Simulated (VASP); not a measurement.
Here is a VASP 6.6.1 calculation.

File INCAR:

```
SYSTEM = BAs
PREC = Accurate ; ENCUT = 520
EDIFF = 1E-6 ; ISMEAR = 0
SIGMA = 0.02 ; LREAL = .False.
LASPH = .True. ; NELM = 60
ALGO = Normal ; ISIF = 2
LWAVE = .False. ; LCHARG = .False.
GGA = PE ; NBANDS = 11
```

KPOINTS

```
Automatic mesh
0
Gamma
  10 10 10
  0 0 0
```

File POSCAR:

```
BAs
1.0
    0.0000000000      2.4044111710      2.4044111710
    2.4044111710      0.0000000000      2.4044111710
    2.4044111710      2.4044111710      0.0000000000
B As
1 1
Direct
    0.0000000000      0.0000000000      0.0000000000
    0.2500000000      0.2500000000      0.2500000000
```

Potentials or basis: VASP PAW PBE potentials, release 64 (B, As).

The run is started by

```console
$ cat potpaw_PBE.64/B/POTCAR potpaw_PBE.64/As/POTCAR > POTCAR
$ mpirun -np 1 vasp_std > vasp.out
```

(1) Estimate the band gap on the k mesh.

(2) Estimate the pressure.

Results:

(1) 1.20 eV, indirect (least direct gap 3.25 eV).

(2) 0.6 GPa.
